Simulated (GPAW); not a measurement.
Runs of GPAW 26.7.0 on PtSe2 (Sudovikovite). It takes space group P-3m1 (No. 164, trigonal). The conventional cell has a = 3.724 Å, b = 3.724 Å, c = 5.062 Å, α = 90.00°, β = 90.00°, γ = 120.00°. Around Pt (site symmetry -3m) lie 6 Se at 2.49 Å. Se (site symmetry 3m) has 3 Pt at 2.49 Å as nearest neighbours. 

```tsv
task	level	potentials or basis	spin	cell	k mesh	cutoff (eV)	maxiter	band path	band points	spin axis theta (degrees)	spin axis phi (degrees)	mesh quality	gap on the mesh (eV)	pressure (GPa)	largest force (eV/Å)
band structure	BEEF-vdW	GPAW PAW data sets (gpaw-data 1.2.1), pw	SOC, no magnetisation	as given	6 × 6 × 4	600	150	GMKGALHA,LM,KH	60	54.7	45	not flagged	-	-	0.97
band structure	WC	PAW data sets generated in the run's folder for this functional, pw	SOC, no magnetisation	as given	6 × 6 × 4	600	150	GMKGALHA,LM,KH	100	0	0	not flagged	-	2.8	0.45
band structure	M06-L	GPAW PAW data sets (gpaw-data 1.2.1), pw	SOC, no magnetisation	as given	6 × 6 × 4	600	150	GMKGALHA,LM,KH	100	0	0	not flagged	-	8.6	0.45
band structure	SCAN	GPAW PAW data sets (gpaw-data 1.2.1), pw	SOC, no magnetisation	as given	6 × 6 × 4	600	150	GMKGALHA,LM,KH	60	0	0	not flagged	-	1.7	0.04
relaxation of cell and atoms	WC	PAW data sets generated in the run's folder for this functional, pw	off	relaxed	6 × 6 × 4	600	150	-	-	-	-	not flagged	none	0.1	-
single point	B3LYP	GPAW PAW data sets (gpaw-data 1.2.1), pw	off	as given	3 × 3 × 2	450	60	-	-	-	-	coarse	0.37	-	-
band structure	LDA	the program's PAW data sets (release 1.2.1) made for this functional, pw	SOC, no magnetisation	as given	6 × 6 × 4	600	150	GMKGALHA,LM,KH	100	0	0	not flagged	-	(b)	(a)
```

Alike in all rows: smearing fermi-dirac 0.05 eV.

Problem. Fill in the values left out.

Solution. (a) 0.19; (b) -0.7.

Caveats: some runs use coarse meshes; spin-orbit coupling was added after a scalar SCF, so levels and gaps hold it while energy, forces, pressure and moments don't (some runs); this program's spin-orbit splittings come out too wide for heavy elements (some runs); the PAW data sets were made with another functional, which shifts forces and pressure a little (some runs); later steps reuse the first step's grids (some runs); exact exchange converges slowly with the k mesh, and this mesh is small (some runs); spin-orbit coupling is left out, which moves the levels of the heavy elements (some runs); an odd mesh through Γ misses points on the zone boundary, where band edges often lie (some runs).

A k mesh can miss the band edges, and rows without SOC leave out spin-orbit coupling on Pt, Se.

A gap of «none» marks a metal or a gap under the smearing width.
